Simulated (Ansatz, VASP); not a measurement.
**W: VASP beside Ansatz**

```
W
1.0
    -1.61050    1.61050    1.61050
     1.61050   -1.61050    1.61050
     1.61050    1.61050   -1.61050
W
1
Direct
  0.00000 0.00000 0.00000
```

Change from the starting cell: volume scaled by 1.025.

Alike in both runs: task single point; functional PBE; k mesh 14 × 14 × 14; occupations fermi-dirac, width 0.03 eV; no spin polarisation.

|  | VASP | Ansatz |
| --- | --- | --- |
| version | VASP 6.6.1 | Ansatz 0.2.0 |
| potentials or method | VASP PAW PBE potentials, release 64 (W_sv), cutoff 520 eV | all-electron LAPW, scalar-relativistic |

|  | VASP | Ansatz | Ansatz less VASP |
| --- | --- | --- | --- |
| pressure (GPa) | -9.1 | -9.4 | -0.25 |

Ansatz ran all-electron here, so the differences hold the error of VASP's frozen core and of both bases.

The runs have no spin-orbit coupling, so splittings on W are missing.
